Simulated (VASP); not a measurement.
# Ce (Fm-3m) in VASP: further runs, part 2 of 2

VASP 6.6.1. The steps go on from the part before.

## (3) Single point, r2SCAN, collinear spin, ferromagnetic start

File INCAR:

```
  PREC = Accurate
  ENCUT = 300
  EDIFF = 1E-6
  ISMEAR = 1
  SIGMA = 0.15
  LREAL = False
  LASPH = True
  NELM = 100
  ALGO = Normal
  ISIF = 2
  LWAVE = False
  LCHARG = False
  ISPIN = 2
  MAGMOM = 1
  LORBIT = 11
  LMAXMIX = 6
  METAGGA = R2SCAN
  LMIXTAU = True
  NBANDS = 16
  ADDGRID = False
```

File KPOINTS:

```
Automatic mesh
0
Gamma
  5 5 5
```

File POSCAR:

```
Ce
1.0
   -0.0014590000      2.6450560000      2.5959010000
    2.4929090000     -0.0085020000      2.6029440000
    2.4890890000      2.6482780000     -0.0046820000
Ce
1
Direct
    0.0101940000     -0.0185160000      0.0163130000
```

Potentials or basis: VASP PAW PBE potentials, release 64 (Ce).

Launch:

```bash
$ cat potpaw_PBE.64/Ce/POTCAR > POTCAR
$ mpirun -np 1 vasp_std > vasp.out
```

OUTCAR:

```text
PREC = Accurate
   ENCUT = 300
   EDIFF = 1E-6
   ISMEAR = 1
   LREAL = False
   LASPH = True
   NELM = 100
   ISIF = 2
   ISPIN = 2
   LORBIT = 11
   METAGGA = R2SCAN

 Found     63 irreducible k-points:

 Following reciprocal coordinates:
            Coordinates               Weight
  0.000000  0.000000  0.000000      1.000000
  0.200000  0.000000  0.000000      2.000000
  0.400000  0.000000  0.000000      2.000000
  0.000000  0.200000 -0.000000      2.000000
  0.200000  0.200000  0.000000      2.000000
  0.400000  0.200000  0.000000      2.000000
   k-points           NKPTS =     63   k-points in BZ     NKDIM =     63   number of bands    NBANDS=     16
   number of dos      NEDOS =    301   number of ions     NIONS =      1
   total plane-waves  NPLWV =  11520
   dimension x,y,z NGX =    24 NGY =   20 NGZ =   24
   dimension x,y,z NGXF=    48 NGYF=   40 NGZF=   48
   ions per type =               1
   NGX,Y,Z   is equivalent  to a cutoff of  10.77,  9.23, 10.98 a.u.
   NGXF,Y,Z  is equivalent  to a cutoff of  21.53, 18.45, 21.96 a.u.
 SYSTEM =  unknown system
   PREC   = accura    normal or accurate (medium, high low for compatibility)
   ISTART =      0    job   : 0-new  1-cont  2-samecut
   ICHARG =      2    charge: 1-file 2-atom 10-const
   ISPIN  =      2    spin polarized calculation?
   LNONCOLLINEAR =      F non collinear calculations
   LSORBIT =      F    spin-orbit coupling
   LASPH  =      T    aspherical Exc in radial PAW
   ENCUT  =  300.0 eV  22.05 Ry    4.70 a.u.   5.23  5.09  5.13*2*pi/ulx,y,z
   NELM   =    100;   NELMIN=  2; NELMDL= -5     # of ELM steps
   EDIFF  = 0.1E-05   stopping-criterion for ELM
   LREAL  =      F    real-space projection
   EDIFFG = 0.1E-04   stopping-criterion for IOM
   NSW    =      0    number of steps for IOM
   IBRION =     -1    ionic relax: 0-MD 1-quasi-New 2-CG
   NFREE  =      0    steps in history (QN), initial steepest desc. (CG)
   ISIF   =      2    stress and relaxation
   ISYM   =      2    0-nonsym 1-usesym 2-fastsym
   POTIM  = 0.5000    time-step for ionic-motion
   TEBEG  =    0.0;   TEEND  =   0.0 temperature during run
   PSTRESS=    0.0 pullay stress
   NELECT =      12.0000    total number of electrons
   NUPDOWN=      -1.0000    fix difference up-down
   EMIN   =  10.00;   EMAX   =-10.00  energy-range for DOS
   EFERMI =   0.00;   METHOD = LEGACY
   ISMEAR =     1;   SIGMA  =   0.15  broadening in eV -4-tet -1-fermi 0-gaus
   EFERMI_NEDOS =   21; number of points for ismear=-14 and -15
   IALGO  =     38    algorithm
   IMIX   =      4    mixing-type and parameters
     AMIX     =   0.40;   BMIX     =  1.00
     AMIX_MAG =   1.60;   BMIX_MAG =  1.00
  volume/ion in A,a.u.               =      34.37       231.95
  Fermi-wavevector in a.u.,A,eV,Ry     =   1.152757  2.178395 18.080093  1.328849
  Thomas-Fermi vector in A             =   2.289406
   LORBIT       =     11    0 simple, 1 ext, 2 COOP (PROOUT), +10 PAW based schemes
   METAGGA = R2SCAN    functional components
   LHFCALC =     F    Hartree Fock is set to
   AEXX    =    0.0000 exact exchange contribution
   IVDW    =     0    specifies the selected vdW correction
   LEPSILON=     F    determine dielectric tensor
   LRPA    =     F    only Hartree local field effects (RPA)
 spin polarized calculation
 Methfessel and Paxton  Order N= 1 SIGMA  =   0.15
  energy-cutoff  :      300.00
  volume of cell :       34.37
 maximum number of plane-waves:       419
 NGX is ok and might be reduce to    24
   NGX = 11   NGY = 11   NGZ = 11

 number of electron      12.0000000 magnetization      -0.0033738

 number of electron      12.0000000 magnetization       0.0055873

 Free energy of the ion-electron system (eV)
  ---------------------------------------------------
  ext. energy  EPLUGINS =         0.00000000
  ---------------------------------------------------
  free energy    TOTEN  =       -30.56390340 eV

  energy without entropy =      -30.57164723  energy(sigma->0) =      -30.56648468

 E-fermi :   6.8386     XC(G=0): -10.7718

 val. band max:        6.8136516291   @ k =   0.4000   0.2000   0.2000
 cond. band min:       6.8669594031   @ k =  -0.2000   0.2000  -0.0000
 fundamental gap:      0.0533077740
 Fermi energy:         6.8385539154

 spin component 1

 k-point     1 :       0.0000    0.0000    0.0000
  band No.  band energies     occupation
      1     -29.1486      1.00000
      2     -10.6867      1.00000
      3     -10.6721      1.00000
      4     -10.6612      1.00000
      5       3.5334      1.00000
      6       6.7140      0.99734
[... 8 lines left out ...]
     15       9.0130     -0.00000
     16      10.8551      0.00000

 k-point     2 :       0.2000    0.0000    0.0000
  band No.  band energies     occupation
      1     -29.0754      1.00000
      2     -11.2194      1.00000
      3     -10.7668      1.00000
      4     -10.7124      1.00000
      5       4.6146      1.00000
      6       6.6239      1.03059
[... 8 lines left out ...]
     15       9.4204     -0.00000
     16      10.9397      0.00000

 k-point     3 :       0.4000    0.0000    0.0000
  band No.  band energies     occupation
      1     -28.9533      1.00000
      2     -12.0140      1.00000
      3     -10.8956      1.00000
      4     -10.7868      1.00000
      5       5.1682      1.00000
      6       6.8898      0.22877
[... 8 lines left out ...]
     15       9.4079     -0.00000
     16      12.6176      0.00000

 k-point     4 :       0.0000    0.2000   -0.0000
  band No.  band energies     occupation
      1     -29.0767      1.00000
      2     -11.2228      1.00000
      3     -10.7559      1.00000
      4     -10.7113      1.00000
      5       4.6075      1.00000
      6       6.6245      1.03074
[... 8 lines left out ...]
     15       9.3850     -0.00000
     16      10.9653      0.00000

 k-point     5 :       0.2000    0.2000    0.0000
  band No.  band energies     occupation
      1     -29.0530      1.00000
      2     -11.2024      1.00000
      3     -10.8675      1.00000
      4     -10.8302      1.00000
      5       4.9533      1.00000
      6       6.4003      1.00014
[... 8 lines left out ...]
     15       9.9314      0.00000
     16      10.1129      0.00000

 k-point     6 :       0.4000    0.2000    0.0000
  band No.  band energies     occupation
      1     -28.9476      1.00000
      2     -11.7780      1.00000
      3     -11.0462      1.00000
      4     -10.9556      1.00000
      5       5.7304      1.00000
      6       6.5488      1.00990
[... 8 lines left out ...]
     15      10.1810      0.00000
     16      12.5611      0.00000

 [... further k-points ...]

 spin component 2

 k-point     1 :       0.0000    0.0000    0.0000
  band No.  band energies     occupation
      1     -29.1441      1.00000
      2     -10.6850      1.00000
      3     -10.6682      1.00000
      4     -10.6579      1.00000
      5       3.5314      1.00000
      6       6.7280      0.97222
[... 8 lines left out ...]
     15       9.0118     -0.00000
     16      10.8555      0.00000

 k-point     2 :       0.2000    0.0000    0.0000
  band No.  band energies     occupation
      1     -29.0708      1.00000
      2     -11.2171      1.00000
      3     -10.7642      1.00000
      4     -10.7090      1.00000
      5       4.6127      1.00000
      6       6.6345      1.03312
[... 8 lines left out ...]
     15       9.4195     -0.00000
     16      10.9402      0.00000

 k-point     3 :       0.4000    0.0000    0.0000
  band No.  band energies     occupation
      1     -28.9486      1.00000
      2     -12.0122      1.00000
      3     -10.8930      1.00000
      4     -10.7836      1.00000
      5       5.1658      1.00000
      6       6.9013      0.17816
[... 8 lines left out ...]
     15       9.4084     -0.00000
     16      12.6188      0.00000

 k-point     4 :       0.0000    0.2000   -0.0000
  band No.  band energies     occupation
      1     -29.0721      1.00000
      2     -11.2229      1.00000
      3     -10.7517      1.00000
      4     -10.7069      1.00000
      5       4.6056      1.00000
      6       6.6348      1.03319
[... 8 lines left out ...]
     15       9.3846     -0.00000
     16      10.9658      0.00000

 k-point     5 :       0.2000    0.2000    0.0000
  band No.  band energies     occupation
      1     -29.0484      1.00000
      2     -11.1997      1.00000
      3     -10.8654      1.00000
      4     -10.8268      1.00000
      5       4.9517      1.00000
      6       6.4066      1.00018
[... 8 lines left out ...]
     15       9.9306      0.00000
     16      10.1125      0.00000

 k-point     6 :       0.4000    0.2000    0.0000
  band No.  band energies     occupation
      1     -28.9429      1.00000
      2     -11.7752      1.00000
      3     -11.0463      1.00000
      4     -10.9508      1.00000
      5       5.7300      1.00000
      6       6.5488      1.00991
[... 8 lines left out ...]
     15      10.1812      0.00000
     16      12.5611      0.00000

 [... further k-points ...]
[... 5 lines left out ...]
  --------------------------------------------------------------------------------------
  -------------------------------------------------------------------------------------
  Total       -1.1035457     -1.6709707     -1.5362003      0.0131550      0.0280443     -0.0044602
  in kB      -51.4409287    -77.8910069    -71.6087872      0.6132095      1.3072631     -0.2079103
  external PRESSURE =     -66.9802409 kB  Pullay stress =       0.0000000 kB

 VOLUME and BASIS-vectors are now :
 -----------------------------------------------------------------------------
  energy-cutoff  :      300.00
  volume of cell :       34.37
      direct lattice vectors                 reciprocal lattice vectors
    -0.001459000  2.645056000  2.595901000    -0.200555131  0.188840357  0.192693816
     2.492909000 -0.008502000  2.602944000     0.200373936 -0.187990534  0.191662869
     2.489089000  2.648278000 -0.004682000     0.200954406  0.188389733 -0.191844065

 POSITION                                       TOTAL-FORCE (eV/Angst)
 -----------------------------------------------------------------------------------
      2.48734      0.06182      2.58113         0.000000      0.000000      0.000000
 -----------------------------------------------------------------------------------
    total drift:                                0.000005     -0.000003      0.000006

  FREE ENERGIE OF THE ION-ELECTRON SYSTEM (eV)
  ---------------------------------------------------
  free  energy   TOTEN  =       -30.5639034034 eV

  energy  without entropy=      -30.5716472275  energy(sigma->0) =      -30.56648468

 total charge

# of ion       s       p       d       f       tot
--------------------------------------------------
    1        2.097   5.647   0.997   0.929   9.670

 magnetization (x)

# of ion       s       p       d       f       tot
--------------------------------------------------
    1        0.000  -0.000  -0.002   0.012   0.011
```

OSZICAR:

```text
N       E                     dE             d eps       ncg     rms          rms(c)
DAV:   1     0.481134651198E+02    0.48113E+02   -0.33325E+03  4080   0.569E+02
DAV:   2    -0.297561573086E+02   -0.77870E+02   -0.69343E+02  5144   0.132E+02
[... 22 lines left out ...]
DAV:  25    -0.305640141027E+02   -0.96560E-06   -0.33634E-05  5344   0.365E-02    0.454E-02
DAV:  26    -0.305639494864E+02    0.64616E-04   -0.30021E-04  5568   0.945E-02    0.575E-02
DAV:  27    -0.305638074653E+02    0.14202E-03   -0.89754E-04  6096   0.153E-01    0.273E-02
DAV:  28    -0.305638860062E+02   -0.78541E-04   -0.15469E-04  5656   0.969E-02    0.329E-02
DAV:  29    -0.305639029898E+02   -0.16984E-04   -0.48867E-05  5096   0.429E-02    0.248E-02
DAV:  30    -0.305639034034E+02   -0.41358E-06   -0.19540E-06  4264   0.877E-03
   1 F= -.30563903E+02 E0= -.30566485E+02  d E =0.774382E-02  mag=     0.0053
```

stdout:

```text
POSCAR found type information on POSCAR Ce
 POSCAR found :  1 types and       1 ions
 scaLAPACK will be used
 -----------------------------------------------------------------------------
|                                                                             |
|                                                                             |
|     You enforced a specific xc type in the INCAR file but a different       |
|     I HOPE YOU KNOW WHAT YOU ARE DOING!                                     |
|                                                                             |
 -----------------------------------------------------------------------------

 LDA part: xc-table for (None), standard interpolation
 POSCAR, INCAR and KPOINTS ok, starting setup
 FFT: planning ... GRIDC
 FFT: planning ... GRID_SOFT
 FFT: planning ... GRID
 WAVECAR not read
 entering main loop
```

Run time: 2.8 min. Hardware: 1 thread of AMD EPYC 9R45 (Zen 5), shared host; peak memory 0.14 GiB.

These settings aren't checked as converged: the numbers below hold their error.

What came out:

- Free energy: -30.5639 eV
- Band gap on the k mesh: none (metal or under the smearing width)
- Net moment: 0.01 μB per cell
- Valence electrons inside the program's atomic spheres: Ce 9.67

Caveat: the k mesh is coarse (spacing up to 0.42 Å⁻¹), so the values aren't converged; the cutoff is under 1.25 times the usual one of these potentials, so pressure, stress and relaxed cells hold a basis-set (Pulay) error; the magnetic or orbital state may not be the lowest; the PAW data sets were made with another functional, which shifts forces and pressure a little; spin-orbit coupling is left out, which moves the levels of the heavy elements.

## (4) Single point, r2SCAN, collinear spin, ferromagnetic start

INCAR, as its differences from that of step 3:

```diff
@@ -1,3 +1,3 @@
   PREC = Accurate
-  ENCUT = 300
+  ENCUT = 350
   EDIFF = 1E-6
```

KPOINTS is that of step 3.

File POSCAR:

```
Ce
1.0
    0.0000000000      2.5806000000      2.5806000000
    2.5806000000      0.0000000000      2.5806000000
    2.5806000000      2.5806000000      0.0000000000
Ce
1
Direct
    0.0000000000      0.0000000000      0.0000000000
```

Launch:

```bash
$ cat potpaw_PBE.64/Ce/POTCAR > POTCAR
$ mpirun -np 1 vasp_std > vasp.out
```

It took 42 s on 1 thread of AMD EPYC 9R45 (Zen 5), shared host; peak memory 0.13 GiB.

These settings aren't checked as converged: the numbers below hold their error.

Results:

```
Free energy                                           : -30.5742 eV
Pressure                                              : -7.0 GPa
Band gap on the k mesh                                : none (metal or under the smearing width)
Net moment                                            : 0.00 μB per cell
Valence electrons inside the program's atomic spheres : Ce 9.67
```

Caveat: the k mesh is coarse (spacing up to 0.42 Å⁻¹), so the values aren't converged; the magnetic or orbital state may not be the lowest; the PAW data sets were made with another functional, which shifts forces and pressure a little; spin-orbit coupling is left out, which moves the levels of the heavy elements.

## (5) For comparison

An earlier run on the cell as given: functional PBE; potentials or basis VASP PAW PBE potentials, release 64 (Ce); cutoff 520 eV; k mesh 9 × 9 × 9; occupations fermi-dirac, width 0.05 eV; collinear spin, ferromagnetic start; starting moments [1.0] μB.

- Pressure: -5.1 GPa
- Band gap on the k mesh: none (metal or under the smearing width)
- Net moment: 0.82 μB per cell
- Site moments: Ce +0.68 μB
- Valence electrons inside the program's atomic spheres: Ce 9.66
